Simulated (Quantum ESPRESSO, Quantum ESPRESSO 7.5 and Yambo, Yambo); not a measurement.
# Quasiparticle gap of SiC (P6_3mc) in Yambo

Wanted: ground state, empty states, screening and self-energy for SiC (P6_3mc).

Method: PBE and many-body steps on it, plane waves, in Quantum ESPRESSO 7.5 and Yambo 5.3.0.

**The experiments to reproduce.**

- Gap 3.33 eV: band gap at cryogenic temperature; bulk crystal (literature value) (quoted in “Silicon carbide diodes for neutron detection”, 2020, arxiv:2009.14696).

This is a report of a sequence of runs, with most program output left out.

### 1. The structure

The structure is hexagonal, space group P6_3mc (No. 186). Conventional cell: a = 3.074 Å, b = 3.074 Å, c = 5.045 Å, α = 90.00°, β = 90.00°, γ = 120.00°. Nearest to Si lie 4 C at 1.88 to 1.90 Å. C has 4 Si at 1.88 to 1.90 Å nearest. Farther neighbours are not listed.

The cell and positions are those that the Materials Project relaxed with its own functionals (PBE, PBE+U or r2SCAN), kept fixed.

### 2. Ground state

This step: Quantum ESPRESSO 7.5; DFT, PBE, plane waves, norm-conserving pseudopotentials.

The ground-state density comes first.

File pw.in:

```
&control
  calculation = 'scf'
  prefix = 'x'
  outdir = 'o'
  pseudo_dir = 'pseudo'
/
&system
  ibrav = 0
  nat = 4
  ntyp = 2
  ecutwfc = 74.0
  nbnd = 14
  force_symmorphic = .true.
/
&electrons
  conv_thr = 1e-10
  electron_maxstep = 80
  mixing_beta = 0.5
/
ATOMIC_SPECIES
  Si 28.085 Si.upf
  C 12.011 C.upf
CELL_PARAMETERS angstrom
  3.0735139282 0.0000000000 0.0000000000
  -1.5367569641 2.6617411407 0.0000000000
  0.0000000000 0.0000000000 5.0452477100
ATOMIC_POSITIONS crystal
  Si 0.3333333333 0.6666666667 0.4996024000
  Si 0.6666666667 0.3333333333 0.9996024000
  C 0.3333333333 0.6666666667 0.8753976000
  C 0.6666666667 0.3333333333 0.3753976000
K_POINTS automatic
  6 6 4 0 0 0
```

Started as:

```sh
OMP_NUM_THREADS=1 mpirun -n 4 pw.x -nk 4 -in pw.in > pw.out
```

Run time: 5.4 s. Hardware: 4 MPI ranks of Arm Neoverse V1, shared host; peak memory 0.23 GiB.

This step gave:

- total energy: -558.8921 eV
- gap: 2.275 eV
- k of the valence top: 0, 0, 0
- k of the conduction bottom: 0.3333, 0.3333, 0
- least direct gap: 3.985 eV

The gap is indirect, with the least direct gap 1.71 eV higher.

### 3. Bands along the symmetry lines

The cheap functional maps the bands first; the places of the edges decide which points the dearer methods must see.

File pw.in:

```
&control
  calculation = 'bands'
  prefix = 'x'
  outdir = 'o'
  pseudo_dir = 'pseudo'
/
&system
  ibrav = 0
  nat = 4
  ntyp = 2
  ecutwfc = 74.0
  nbnd = 14
  force_symmorphic = .true.
/
&electrons
  conv_thr = 1e-9
  electron_maxstep = 80
  diago_full_acc = .true.
  diago_thr_init = 5e-6
/
ATOMIC_SPECIES
  Si 28.085 Si.upf
  C 12.011 C.upf
CELL_PARAMETERS angstrom
  3.0735139282 0.0000000000 0.0000000000
  -1.5367569641 2.6617411407 0.0000000000
  0.0000000000 0.0000000000 5.0452477100
ATOMIC_POSITIONS crystal
  Si 0.3333333333 0.6666666667 0.4996024000
  Si 0.6666666667 0.3333333333 0.9996024000
  C 0.3333333333 0.6666666667 0.8753976000
  C 0.6666666667 0.3333333333 0.3753976000
K_POINTS crystal
  75
  0.00000000 0.00000000 0.00000000 1
  0.06250000 0.00000000 0.00000000 1
  0.12500000 0.00000000 0.00000000 1
  0.18750000 0.00000000 0.00000000 1
  0.25000000 0.00000000 0.00000000 1
  0.31250000 0.00000000 0.00000000 1
  0.37500000 0.00000000 0.00000000 1
  0.43750000 0.00000000 0.00000000 1
  0.50000000 0.00000000 0.00000000 1
  0.47916667 0.04166667 0.00000000 1
  0.45833333 0.08333333 0.00000000 1
  0.43750000 0.12500000 0.00000000 1
  0.41666666 0.16666666 0.00000000 1
  0.39583333 0.20833333 0.00000000 1
  0.37500000 0.25000000 0.00000000 1
  0.35416666 0.29166666 0.00000000 1
  0.33333333 0.33333333 0.00000000 1
  0.29166666 0.29166666 0.00000000 1
  0.25000000 0.25000000 0.00000000 1
  0.20833333 0.20833333 0.00000000 1
  0.16666666 0.16666666 0.00000000 1
  0.12500000 0.12500000 0.00000000 1
  0.08333333 0.08333333 0.00000000 1
  0.04166667 0.04166667 0.00000000 1
  0.00000000 0.00000000 0.00000000 1
  0.00000000 0.00000000 0.06250000 1
  0.00000000 0.00000000 0.12500000 1
  0.00000000 0.00000000 0.18750000 1
  0.00000000 0.00000000 0.25000000 1
  0.00000000 0.00000000 0.31250000 1
  0.00000000 0.00000000 0.37500000 1
  0.00000000 0.00000000 0.43750000 1
  0.00000000 0.00000000 0.50000000 1
  0.06250000 0.00000000 0.50000000 1
  0.12500000 0.00000000 0.50000000 1
  0.18750000 0.00000000 0.50000000 1
  0.25000000 0.00000000 0.50000000 1
  0.31250000 0.00000000 0.50000000 1
  0.37500000 0.00000000 0.50000000 1
  0.43750000 0.00000000 0.50000000 1
  0.50000000 0.00000000 0.50000000 1
  0.47916667 0.04166667 0.50000000 1
  0.45833333 0.08333333 0.50000000 1
  0.43750000 0.12500000 0.50000000 1
  0.41666666 0.16666666 0.50000000 1
  0.39583333 0.20833333 0.50000000 1
  0.37500000 0.25000000 0.50000000 1
  0.35416666 0.29166666 0.50000000 1
  0.33333333 0.33333333 0.50000000 1
  0.29166666 0.29166666 0.50000000 1
  0.25000000 0.25000000 0.50000000 1
  0.20833333 0.20833333 0.50000000 1
  0.16666666 0.16666666 0.50000000 1
  0.12500000 0.12500000 0.50000000 1
  0.08333333 0.08333333 0.50000000 1
  0.04166667 0.04166667 0.50000000 1
  0.00000000 0.00000000 0.50000000 1
  0.50000000 0.00000000 0.50000000 1
  0.50000000 0.00000000 0.43750000 1
  0.50000000 0.00000000 0.37500000 1
  0.50000000 0.00000000 0.31250000 1
  0.50000000 0.00000000 0.25000000 1
  0.50000000 0.00000000 0.18750000 1
  0.50000000 0.00000000 0.12500000 1
  0.50000000 0.00000000 0.06250000 1
  0.50000000 -0.00000000 0.00000000 1
  0.33333333 0.33333333 0.50000000 1
  0.33333333 0.33333333 0.43750000 1
  0.33333333 0.33333333 0.37500000 1
  0.33333333 0.33333333 0.31250000 1
  0.33333333 0.33333333 0.25000000 1
  0.33333333 0.33333333 0.18750000 1
  0.33333333 0.33333333 0.12500000 1
  0.33333333 0.33333333 0.06250000 1
  0.33333333 0.33333333 0.00000000 1
```

Wall time 5 s (4 MPI ranks); peak memory 0.21 GiB.

This step gave:

| Quantity | Value |
| --- | --- |
| gap | 2.275 eV |
| k of the valence top | 0, 0, 0 |
| k of the conduction bottom | 0.3333, 0.3333, 0 |
| least direct gap | 3.985 eV |

The gap is 2.275 eV, as in the run before at this level.

Electronic bands along the path, in eV, zero at the top of the highest filled band; v1 is the highest filled band, c1 the lowest empty one:

| point | v4 | v3 | v2 | v1 | c1 | c2 | c3 | c4 |
| --- | --- | --- | --- | --- | --- | --- | --- | --- |
| Γ | -1.32 | -0.11 | 0.00 | 0.00 | 4.82 | 6.22 | 6.68 | 6.68 |
| halfway | -2.97 | -2.53 | -1.02 | -0.61 | 4.06 | 5.85 | 7.26 | 7.67 |
| M | -5.45 | -3.33 | -3.30 | -1.20 | 2.79 | 4.23 | 6.90 | 7.14 |
| halfway | -5.40 | -4.67 | -3.37 | -2.55 | 3.20 | 5.17 | 7.69 | 8.51 |
| K | -6.27 | -4.05 | -4.05 | -3.84 | 2.28 | 8.18 | 8.87 | 8.87 |
| halfway | -4.15 | -2.82 | -1.45 | -1.25 | 5.07 | 5.82 | 7.01 | 7.22 |
| Γ | -1.32 | -0.11 | 0.00 | 0.00 | 4.82 | 6.22 | 6.68 | 6.68 |
| halfway | -1.15 | -1.15 | -0.22 | -0.22 | 5.10 | 6.80 | 6.80 | 7.04 |
| A | -0.71 | -0.71 | -0.71 | -0.71 | 5.91 | 5.91 | 7.37 | 7.37 |
| halfway | -2.96 | -2.96 | -1.72 | -1.72 | 4.50 | 4.50 | 7.37 | 7.37 |
| L | -2.45 | -2.45 | -2.34 | -2.34 | 3.29 | 3.29 | 5.27 | 5.27 |
| halfway | -4.26 | -4.26 | -1.92 | -1.92 | 4.29 | 4.29 | 6.37 | 6.37 |
| H | -5.66 | -5.66 | -1.74 | -1.74 | 5.08 | 5.08 | 6.03 | 6.03 |
| halfway | -3.02 | -3.02 | -2.50 | -2.50 | 5.18 | 5.18 | 7.55 | 7.55 |
| A | -0.71 | -0.71 | -0.71 | -0.71 | 5.91 | 5.91 | 7.37 | 7.37 |
| jump to L | -2.45 | -2.45 | -2.34 | -2.34 | 3.29 | 3.29 | 5.27 | 5.27 |
| halfway | -4.15 | -3.10 | -2.34 | -1.63 | 3.11 | 3.27 | 6.64 | 7.05 |
| M | -5.45 | -3.33 | -3.30 | -1.20 | 2.79 | 4.23 | 6.90 | 7.14 |
| jump to H | -5.66 | -5.66 | -1.74 | -1.74 | 5.08 | 5.08 | 6.03 | 6.03 |
| halfway | -6.47 | -4.52 | -2.82 | -2.82 | 3.50 | 6.58 | 6.58 | 7.84 |
| K | -6.27 | -4.05 | -4.05 | -3.84 | 2.28 | 8.18 | 8.87 | 8.87 |

### 4. Empty states on the mesh, 3×3×4 mesh, 180 bands

The sums over transitions need many empty states on a uniform mesh; this step solves for them.

File pw.in:

```
&control
  calculation = 'nscf'
  prefix = 'x'
  outdir = 'o'
  pseudo_dir = 'pseudo'
/
&system
  ibrav = 0
  nat = 4
  ntyp = 2
  ecutwfc = 74.0
  nbnd = 180
  force_symmorphic = .true.
/
&electrons
  conv_thr = 1e-9
  electron_maxstep = 80
  diago_full_acc = .true.
  diago_thr_init = 5e-6
/
ATOMIC_SPECIES
  Si 28.085 Si.upf
  C 12.011 C.upf
CELL_PARAMETERS angstrom
  3.0735139282 0.0000000000 0.0000000000
  -1.5367569641 2.6617411407 0.0000000000
  0.0000000000 0.0000000000 5.0452477100
ATOMIC_POSITIONS crystal
  Si 0.3333333333 0.6666666667 0.4996024000
  Si 0.6666666667 0.3333333333 0.9996024000
  C 0.3333333333 0.6666666667 0.8753976000
  C 0.6666666667 0.3333333333 0.3753976000
K_POINTS automatic
  3 3 4 0 0 0
```

Elapsed: 16 s, on 4 MPI ranks; peak memory 0.38 GiB.

This step gave:

```yaml
gap: 2.275 eV
k_of_the_valence_top: 0, 0, 0
k_of_the_conduction_bottom: 0.3333, 0.3333, 0
least_direct_gap: 4.293 eV
k_points_computed: 10
lowest_point_of_the_top_converged_band_above_the_valence_top: 131.3251 eV
```

On this mesh the gap is 2.275 eV.

### 5. Conversion and set-up

This step: Yambo 5.3.0; conversion and set-up on PBE, plane waves, norm-conserving pseudopotentials.

The states are converted to the many-body program's format and the q mesh is built.

Started as:

```sh
(cd o/x.save; p2y > p2y.log; mv SAVE ../..); yambo > setup.log
```

Run time: 2.1 s. Hardware: 1 MPI rank; peak memory 0.23 GiB.

### 6. Screening and self-energy, 3×3×4 mesh, 180 bands, screening to 210.9 eV

Now the one-shot GW correction: screening in the RPA, then the self-energy of the levels asked for.

This step: G0W0 on PBE, plane waves, norm-conserving pseudopotentials.

File gw1.in:

```
HF_and_locXC
gw0
dyson
ppa
em1d
rim_cut
RandQpts= 1000000
RandGvec= 1 RL
EXXRLvcs= 74 Ry
VXCRLvcs= 296 Ry
Chimod= "HARTREE"
% BndsRnXp
 1 | 180 |
%
NGsBlkXp= 15.5 Ry
% LongDrXp
 1 | 1 | 1 |
%
% GbndRnge
 1 | 180 |
%
DysSolver= "n"
ExtendOut
PPAPntXp= 27.21138 eV
% QPkrange
 1 | 1 | 7 | 10 |
 7 | 7 | 7 | 10 |
 4 | 4 | 7 | 10 |
%
```

Started as:

```sh
OMP_NUM_THREADS=1 mpirun -n 4 yambo -F gw1.in -J gw1 -C gw1 > gw1.log
```

Run time: 2.2 min. Hardware: 4 MPI ranks; peak memory 1.6 GiB.

Numbers from this step:

- G0W0 gap on the points computed: 2.993 eV
- starting gap on the mesh: 2.275 eV
- k of the valence top: 0, 0, 0
- k of the conduction bottom: 0.3333, 0.3333, 0
- least direct G0W0 gap on the computed points: 5.234 eV
- Z at the valence top: 0.7954
- Z at the conduction bottom: 0.8275

The gap on the mesh goes from 2.28 eV to 2.99 eV, a correction of +0.72 eV.

Limits: finite bands, cutoff and mesh; coarse k mesh. v1 is the top filled band, c1 the lowest empty one. The levels before and after the correction (eV, zero at the valence-band top of each column):

|  | conduction bottom | valence top |
| --- | --- | --- |
| Kohn-Sham | 2.28 | 0.00 |
| G0W0 | 2.99 | 0.00 |

|  | level | energy (eV) |
| --- | --- | --- |
| Kohn-Sham | Γ v2-v1 | 0.000 |
| Kohn-Sham | Γ c1 | 4.820 |
| Kohn-Sham | Γ c2 | 6.220 |
| Kohn-Sham | (0.333 0.333 0) v2 | -4.053 |
| Kohn-Sham | (0.333 0.333 0) v1 | -3.842 |
| Kohn-Sham | (0.333 0.333 0) c1 | 2.275 |
| Kohn-Sham | (0.333 0.333 0) c2 | 8.182 |
| G0W0 | Γ v2-v1 | 0.000 |
| G0W0 | Γ c1 | 5.767 |
| G0W0 | Γ c2 | 7.102 |
| G0W0 | (0.333 0.333 0) v2 | -4.362 |
| G0W0 | (0.333 0.333 0) v1 | -4.166 |
| G0W0 | (0.333 0.333 0) c1 | 2.993 |
| G0W0 | (0.333 0.333 0) c2 | 9.285 |

### 7. Where the time went

Times are wall times on the hardware named with each run, good to a factor of about two.

| step | time | share | memory (GiB) |
| --- | --- | --- | --- |
| ground state | 5.4 s | 3 % | 0.23 |
| bands along the symmetry lines | 5 s | 3 % | 0.21 |
| empty states on the mesh | 16 s | 10 % | 0.38 |
| conversion and set-up | 2.1 s | 1 % | 0.23 |
| screening and self-energy | 2.2 min | 82 % | 1.6 |

### 8. Summary of results

| Quantity | Value |
| --- | --- |
| PBE gap | 2.28 eV, indirect |
| G0W0 gap on the mesh | 2.99 eV |
| GW settings | 3×3×4 mesh, 180 bands, screening to 210.9 eV, Godby-Needs plasmon pole |
| known limits | not at the basis limit; coarse k mesh |

**Reading.** G0W0 moves the gap on the mesh from 2.28 eV to 2.99 eV (+0.72 eV), with Z of 0.80 and 0.83 at the edges. Only 3 of the mesh's irreducible points were corrected, so a valley elsewhere could overtake. The dearest step here is «screening and self-energy». Against experiment, by G0W0@PBE: the gap of 2.99 eV lies −0.34 eV from the measured 3.33 eV (kind not stated, quoted 2020). The calculation has static nuclei and no excitons; a measured gap holds zero-point and thermal motion, which mostly lowers it. Bands and cutoff are finite, so the gap is not at the basis limit. The miss can reach some tenths of an eV and take either sign; the mesh is an error of its own. In the G0W0 run levels were corrected at 3 k points alone, so a gap called «on the mesh» is the least over those, and an edge elsewhere would be missed. The 3×3×4 mesh is coarse for this cell, which bears on the long-range parts of exchange and screening.

[Paths, hosts, dates, memory and timing lines, banners, echoed tables and standing remarks are left out of the program output.]

[Logs are printed without paths, hosts, clocks, repeated set-up lines and the standing remarks that a program may print on its own settings, such as how far it seeks lower states.]

[Runs of the session that timed out or met a known fault of the program may be left out.]

[Hosts, paths, dates, database ids (printed as entryN), source tags and the programs' standing remarks are cut or masked in the printed files.]
